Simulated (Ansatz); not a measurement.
HfO2:

```
Hf O
1.0
     5.21946    0.00000    0.00000
     0.00000    5.00476    0.00000
     0.00000    0.00000    5.03269
Hf O
4 8
Direct
  0.96699 0.73252 0.74144
  0.53301 0.73252 0.24144
  0.46699 0.26748 0.74144
  0.03301 0.26748 0.24144
  0.63213 0.92865 0.87927
  0.86787 0.92865 0.37927
  0.23395 0.53988 0.49229
  0.26605 0.53988 0.99229
  0.76605 0.46012 0.99229
  0.73395 0.46012 0.49229
  0.13213 0.07135 0.87927
  0.36787 0.07135 0.37927
```

Measurements of this composition are mostly on another form, of space group No. 14.

Base run:

```yaml
Program: Ansatz 0.2.0
Functional: BLYP
Potentials_or_basis: Ansatz PAW
Cutoff: "420 eV (not typed: the program's choice for these potentials)"
k_mesh: 5 × 6 × 5
Occupations: fermi-dirac, width 0.05 eV
Spin: no spin polarisation
```

Its results: band gap on the k mesh 4.52 eV, indirect (least direct gap 4.70 eV); pressure 16.5 GPa; largest force 0.156 eV/Å.

Question: The run is repeated on the same cell with these changes: functional from BLYP to PBE; k mesh from 5 × 6 × 5 to 9 × 9 × 9. What comes out?

Answer: Band gap on the k mesh 4.48 eV, indirect (least direct gap 4.69 eV); pressure 9.8 GPa; largest force 0.117 eV/Å.

Several settings changed at once, so the effect can't be laid on one alone.

Caveats: spin-orbit coupling is left out, which moves the levels of the heavy elements; so large a pressure means that the cell lies far from this level's equilibrium, or that cutoff or potentials fall short (some runs); the PAW data sets come from PBE, with cores solved anew for the run's functional, which leaves a small shift of forces and pressure (some runs); odd divisions of the mesh miss points on the zone boundary, where band edges often lie, so the gap on the mesh can be too wide (some runs).

A k mesh can miss the band edges.
